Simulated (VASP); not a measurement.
# Sr (P6_3/mmc) in VASP: single point with PBE

Aim: the single point of Sr with PBE.

Everything below comes from runs of VASP 6.6.1. Logs are shortened: lines on timing, memory, paths and dates and some standing lists are left out, and cuts for length are marked.

## Step 1: The structure

The structure is hexagonal, space group P6_3/mmc (No. 194). Conventional cell: a = 4.310 Å, b = 4.310 Å, c = 7.050 Å, α = 90.00°, β = 90.00°, γ = 120.00°. Sr (site symmetry -6m2) has 12 Sr at 4.31 Å as nearest neighbours.

This isn't the form of Sr at room conditions, which is fcc.

## Step 2: Single point, PBE

File INCAR:

```
ALGO = Fast
EDIFF = 1E-6
ENCUT = 520
GGA = PE
ISIF = 2
ISMEAR = -1
LASPH = True
LCHARG = False
LREAL = False
LWAVE = False
NBANDS = 17
NELM = 100
PREC = Accurate
SIGMA = 0.08
```

File KPOINTS:

```
k-points
0
Gamma
  10 10 5
```

File POSCAR:

```
Sr
1.0
    4.3100002207      0.0000000000      0.0000000000
   -2.1550001104      3.7325696814      0.0000000000
    0.0000000000      0.0000000000      7.0500000000
Sr
2
Direct
    0.3333333333      0.6666666667      0.2500000000
    0.6666666667      0.3333333333      0.7500000000
```

Potentials or basis: VASP PAW PBE potentials, release 64 (Sr_sv).

The run is started by

```sh
$ cat potpaw_PBE.64/Sr_sv/POTCAR > POTCAR
$ mpirun -np 1 vasp_std > vasp.out
```

OUTCAR:

```text
EDIFF = 1E-6
   ENCUT = 520
   GGA = PE
   ISIF = 2
   ISMEAR = -1
   LASPH = True
   LREAL = False
   NELM = 100
   PREC = Accurate

 ion  position               nearest neighbor table
   1  0.333  0.667  0.250-   2 4.31   2 4.31   2 4.31   2 4.31   2 4.31   2 4.31
   2  0.667  0.333  0.750-   1 4.31   1 4.31   1 4.31   1 4.31   1 4.31   1 4.31

  LATTYP: Found a hexagonal cell.
 ALAT       =     4.3100002207
 C/A-ratio  =     1.6357307747

  Lattice vectors:

 A1 = (   4.3100002207,   0.0000000000,   0.0000000000)
 A2 = (  -2.1550001104,   3.7325696814,   0.0000000000)
 A3 = (   0.0000000000,   0.0000000000,   7.0500000000)

Analysis of symmetry for initial positions (statically):
=====================================================================
 Subroutine PRICEL returns:
 Original cell was already a primitive cell.

 Routine SETGRP: Setting up the symmetry group for a
 hexagonal supercell.

 Subroutine GETGRP returns: Found 24 space group operations
 (whereof 12 operations were pure point group operations)
 out of a pool of 24 trial point group operations.

The static configuration has the point symmetry D_3d.
 The point group associated with its full space group is D_6h.

Analysis of symmetry for dynamics (positions and initial velocities):
=====================================================================
 Subroutine PRICEL returns:
 Original cell was already a primitive cell.

 Routine SETGRP: Setting up the symmetry group for a
 hexagonal supercell.

 Subroutine GETGRP returns: Found 24 space group operations
 (whereof 12 operations were pure point group operations)
 out of a pool of 24 trial point group operations.

The dynamic configuration has the point symmetry D_3d.
 The point group associated with its full space group is D_6h.

 Subroutine INISYM returns: Found 24 space group operations
 (whereof 12 operations are pure point group operations),
 and found     1 'primitive' translations

----------------------------------------------------------------------------------------

                                     Primitive cell

  volume of cell :     113.4160

  direct lattice vectors                    reciprocal lattice vectors
     4.310000221  0.000000000  0.000000000     0.232018550  0.133955972  0.000000000
    -2.155000110  3.732569681  0.000000000     0.000000000  0.267911944  0.000000000
     0.000000000  0.000000000  7.050000000     0.000000000  0.000000000  0.141843972

  length of vectors
     4.310000221  4.310000221  7.050000000     0.267911944  0.267911944  0.141843972

  position of ions in fractional coordinates (direct lattice)
     0.333333333  0.666666667  0.250000000
     0.666666667  0.333333333  0.750000000

  ion indices of the primitive-cell ions
   primitive index   ion index
                 1           1
                 2           2

----------------------------------------------------------------------------------------

 KPOINTS: k-points

Automatic generation of k-mesh.
 Grid dimensions read from file:
 generate k-points for:   10   10    5

 Generating k-lattice:

  Cartesian coordinates                     Fractional coordinates (reciprocal lattice)
     0.023201855  0.013395597  0.000000000     0.100000000  0.000000000  0.000000000
     0.000000000  0.026791194  0.000000000     0.000000000  0.100000000  0.000000000
     0.000000000  0.000000000  0.028368794     0.000000000  0.000000000  0.200000000

  Length of vectors
     0.026791194  0.026791194  0.028368794

  Shift w.r.t. Gamma in fractional coordinates (k-lattice)
     0.000000000  0.000000000  0.000000000

 Subroutine IBZKPT returns following result:
 ===========================================

 Found     42 irreducible k-points:

 Following reciprocal coordinates:
            Coordinates               Weight
  0.000000  0.000000  0.000000      1.000000
  0.100000 -0.000000  0.000000      6.000000
  0.200000 -0.000000  0.000000      6.000000
  0.300000 -0.000000  0.000000      6.000000
  0.400000 -0.000000  0.000000      6.000000
  0.500000 -0.000000  0.000000      3.000000
[... 16 lines left out ...]
  0.300000  0.100000  0.200000     24.000000
  0.400000  0.100000  0.200000     24.000000
 [... further k-points ...]
   k-points           NKPTS =     42   k-points in BZ     NKDIM =     42   number of bands    NBANDS=     17
   number of dos      NEDOS =    301   number of ions     NIONS =      2
   total plane-waves  NPLWV =  55296
   dimension x,y,z NGX =    32 NGY =   32 NGZ =   54
   dimension x,y,z NGXF=    64 NGYF=   64 NGZF=  108
   ions per type =               2
   NGX,Y,Z   is equivalent  to a cutoff of  12.34, 12.34, 12.73 a.u.
   NGXF,Y,Z  is equivalent  to a cutoff of  24.69, 24.69, 25.47 a.u.
 SYSTEM =  unknown system
   PREC   = accura    normal or accurate (medium, high low for compatibility)
   ISTART =      0    job   : 0-new  1-cont  2-samecut
   ICHARG =      2    charge: 1-file 2-atom 10-const
   ISPIN  =      1    spin polarized calculation?
   LNONCOLLINEAR =      F non collinear calculations
   LSORBIT =      F    spin-orbit coupling
   LASPH  =      T    aspherical Exc in radial PAW
   ENCUT  =  520.0 eV  38.22 Ry    6.18 a.u.   8.01  8.01 13.11*2*pi/ulx,y,z
   NELM   =    100;   NELMIN=  2; NELMDL= -5     # of ELM steps
   EDIFF  = 0.1E-05   stopping-criterion for ELM
   LREAL  =      F    real-space projection
   EDIFFG = 0.1E-04   stopping-criterion for IOM
   NSW    =      0    number of steps for IOM
   IBRION =     -1    ionic relax: 0-MD 1-quasi-New 2-CG
   NFREE  =      0    steps in history (QN), initial steepest desc. (CG)
   ISIF   =      2    stress and relaxation
   ISYM   =      2    0-nonsym 1-usesym 2-fastsym
   POTIM  = 0.5000    time-step for ionic-motion
   TEBEG  =    0.0;   TEEND  =   0.0 temperature during run
   PSTRESS=    0.0 pullay stress
   NELECT =      20.0000    total number of electrons
   NUPDOWN=      -1.0000    fix difference up-down
   EMIN   =  10.00;   EMAX   =-10.00  energy-range for DOS
   EFERMI =   0.00;   METHOD = LEGACY
   ISMEAR =    -1;   SIGMA  =   0.08  broadening in eV -4-tet -1-fermi 0-gaus
   EFERMI_NEDOS =   21; number of points for ismear=-14 and -15
   IALGO  =     68    algorithm
   IMIX   =      4    mixing-type and parameters
     AMIX     =   0.40;   BMIX     =  1.00
     AMIX_MAG =   1.60;   BMIX_MAG =  1.00
  volume/ion in A,a.u.               =      56.71       382.68
  Fermi-wavevector in a.u.,A,eV,Ry     =   0.918037  1.734838 11.466873  0.842791
  Thomas-Fermi vector in A             =   2.043073
   LORBIT       =      0    0 simple, 1 ext, 2 COOP (PROOUT), +10 PAW based schemes
   GGA     = PE    functional components
   LHFCALC =     F    Hartree Fock is set to
   AEXX    =    0.0000 exact exchange contribution
   IVDW    =     0    specifies the selected vdW correction
   LEPSILON=     F    determine dielectric tensor
   LRPA    =     F    only Hartree local field effects (RPA)
 non-spin polarized calculation
 RMM-DIIS sequential band-by-band and
  energy-cutoff  :      520.00
  volume of cell :      113.42
 maximum number of plane-waves:      3069
   NGX = 17   NGY = 17   NGZ = 27

 number of electron      20.0000000 magnetization

 Free energy of the ion-electron system (eV)
  ---------------------------------------------------
  ext. energy  EPLUGINS =         0.00000000
  ---------------------------------------------------
  free energy    TOTEN  =        -3.29406554 eV

  energy without entropy =       -3.23357801  energy(sigma->0) =       -3.26382178

 E-fermi :   1.4841     XC(G=0):  -7.2579

 val. band max:        1.4836723913   @ k =   0.1000   0.1000   0.0000
 cond. band min:       1.4919946630   @ k =   0.2000   0.1000   0.0000
 fundamental gap:      0.0083222717
 Fermi energy:         1.4840790614

 k-point     1 :       0.0000    0.0000    0.0000
  band No.  band energies     occupation
      1     -35.1919      2.00000
      2     -35.1801      2.00000
      3     -17.2558      2.00000
      4     -17.1105      2.00000
      5     -17.1105      2.00000
      6     -17.0864      2.00000
[... 9 lines left out ...]
     16       4.1467      0.00000
     17       4.6511      0.00000

 k-point     2 :       0.1000   -0.0000    0.0000
  band No.  band energies     occupation
      1     -35.1909      2.00000
      2     -35.1796      2.00000
      3     -17.2503      2.00000
      4     -17.1232      2.00000
      5     -17.1145      2.00000
      6     -17.0997      2.00000
[... 9 lines left out ...]
     16       4.2804      0.00000
     17       4.4024      0.00000

 k-point     3 :       0.2000   -0.0000    0.0000
  band No.  band energies     occupation
      1     -35.1882      2.00000
      2     -35.1783      2.00000
      3     -17.2349      2.00000
      4     -17.1568      2.00000
      5     -17.1337      2.00000
      6     -17.1248      2.00000
[... 9 lines left out ...]
     16       4.2506      0.00000
     17       4.3295      0.00000

 k-point     4 :       0.3000   -0.0000    0.0000
  band No.  band energies     occupation
      1     -35.1846      2.00000
      2     -35.1769      2.00000
      3     -17.2130      2.00000
      4     -17.1985      2.00000
      5     -17.1745      2.00000
      6     -17.1370      2.00000
[... 9 lines left out ...]
     16       4.7610      0.00000
     17       4.8437      0.00000

 k-point     5 :       0.4000   -0.0000    0.0000
  band No.  band energies     occupation
      1     -35.1814      2.00000
      2     -35.1761      2.00000
      3     -17.2325      2.00000
      4     -17.2066      2.00000
      5     -17.1905      2.00000
      6     -17.1467      2.00000
[... 9 lines left out ...]
     16       5.2765      0.00000
     17       5.8033      0.00000

 k-point     6 :       0.5000   -0.0000    0.0000
  band No.  band energies     occupation
      1     -35.1799      2.00000
      2     -35.1760      2.00000
      3     -17.2454      2.00000
      4     -17.2187      2.00000
      5     -17.1790      2.00000
      6     -17.1504      2.00000
[... 9 lines left out ...]
     16       5.6854      0.00000
     17       6.2972      0.00000

 k-point     7 :       0.1000    0.1000    0.0000
  band No.  band energies     occupation
      1     -35.1890      2.00000
      2     -35.1787      2.00000
      3     -17.2398      2.00000
      4     -17.1436      2.00000
      5     -17.1313      2.00000
      6     -17.1144      2.00000
[... 9 lines left out ...]
     16       4.1731      0.00000
     17       4.3450      0.00000

 k-point     8 :       0.2000    0.1000    0.0000
  band No.  band energies     occupation
      1     -35.1859      2.00000
      2     -35.1774      2.00000
      3     -17.2210      2.00000
      4     -17.1782      2.00000
      5     -17.1638      2.00000
      6     -17.1308      2.00000
[... 9 lines left out ...]
     16       4.4771      0.00000
     17       4.6516      0.00000
[... 203 lines left out ...]
      1     -35.1809      2.00000
      2     -35.1766      2.00000
      3     -17.2414      2.00000
      4     -17.2171      2.00000
      5     -17.1710      2.00000
      6     -17.1431      2.00000
[... 9 lines left out ...]
     16       5.2152      0.00000
     17       5.2998      0.00000

 k-point    20 :       0.5000   -0.0000    0.2000
  band No.  band energies     occupation
      1     -35.1796      2.00000
      2     -35.1764      2.00000
      3     -17.2524      2.00000
      4     -17.2289      2.00000
      5     -17.1640      2.00000
      6     -17.1466      2.00000
[... 9 lines left out ...]
     16       5.5176      0.00000
     17       5.5861      0.00000

 k-point    21 :       0.1000    0.1000    0.2000
  band No.  band energies     occupation
      1     -35.1880      2.00000
      2     -35.1797      2.00000
      3     -17.2281      2.00000
      4     -17.1391      2.00000
      5     -17.1355      2.00000
      6     -17.1176      2.00000
[... 9 lines left out ...]
     16       4.2693      0.00000
     17       4.6748      0.00000

 k-point    22 :       0.2000    0.1000    0.2000
  band No.  band energies     occupation
      1     -35.1851      2.00000
      2     -35.1782      2.00000
      3     -17.2191      2.00000
      4     -17.1731      2.00000
      5     -17.1638      2.00000
      6     -17.1312      2.00000
[... 9 lines left out ...]
     16       4.4848      0.00000
     17       4.9821      0.00000

 k-point    23 :       0.3000    0.1000    0.2000
  band No.  band energies     occupation
      1     -35.1818      2.00000
      2     -35.1769      2.00000
      3     -17.2277      2.00000
      4     -17.2048      2.00000
      5     -17.1735      2.00000
      6     -17.1446      2.00000
[... 9 lines left out ...]
     16       4.8301      0.00000
     17       5.3126      0.00000

 k-point    24 :       0.4000    0.1000    0.2000
  band No.  band energies     occupation
      1     -35.1796      2.00000
      2     -35.1764      2.00000
      3     -17.2453      2.00000
      4     -17.2228      2.00000
      5     -17.1675      2.00000
      6     -17.1494      2.00000
[... 9 lines left out ...]
     16       5.2182      0.00000
     17       5.5217      0.00000

 [... further k-points ...]
[... 5 lines left out ...]
  --------------------------------------------------------------------------------------
  -------------------------------------------------------------------------------------
  Total       -0.2278190     -0.2278190     -0.1390907      0.0000000      0.0000000     -0.0000000
  in kB       -3.2182970     -3.2182970     -1.9648729      0.0000000      0.0000000     -0.0000000
  external PRESSURE =      -2.8004890 kB  Pullay stress =       0.0000000 kB

 VOLUME and BASIS-vectors are now :
 -----------------------------------------------------------------------------
  energy-cutoff  :      520.00
  volume of cell :      113.42
      direct lattice vectors                 reciprocal lattice vectors
     4.310000221  0.000000000  0.000000000     0.232018550  0.133955972  0.000000000
    -2.155000110  3.732569681  0.000000000     0.000000000  0.267911944  0.000000000
     0.000000000  0.000000000  7.050000000     0.000000000  0.000000000  0.141843972

 POSITION                                       TOTAL-FORCE (eV/Angst)
 -----------------------------------------------------------------------------------
     -0.00000      2.48838      1.76250         0.000000      0.000000      0.000000
      2.15500      1.24419      5.28750        -0.000000      0.000000      0.000000
 -----------------------------------------------------------------------------------
    total drift:                               -0.000000      0.000000     -0.000000

  FREE ENERGIE OF THE ION-ELECTRON SYSTEM (eV)
  ---------------------------------------------------
  free  energy   TOTEN  =        -3.2940655368 eV

  energy  without entropy=       -3.2335780133  energy(sigma->0) =       -3.26382178
```

Run time: 30 s. Hardware: 1 thread of Intel Xeon 6975P-C (Granite Rapids), shared host; peak memory 0.25 GiB.

Results:

| Item | Value |
| --- | --- |
| Free energy | -3.2941 eV |
| Pressure | -0.3 GPa |
| Band gap on the k mesh | none (metal or under the smearing width) |

Levels at points of the mesh, in eV from the Fermi level:
```csv
k point,band 8,band 9,band 10,band 11,band 12,band 13
"(0.00, 0.00, 0.00)",-18.57,-3.60,-1.12,0.02,2.27,2.27
"(0.50, 0.00, 0.00)",-18.59,-1.11,-0.55,0.10,0.26,1.28
```
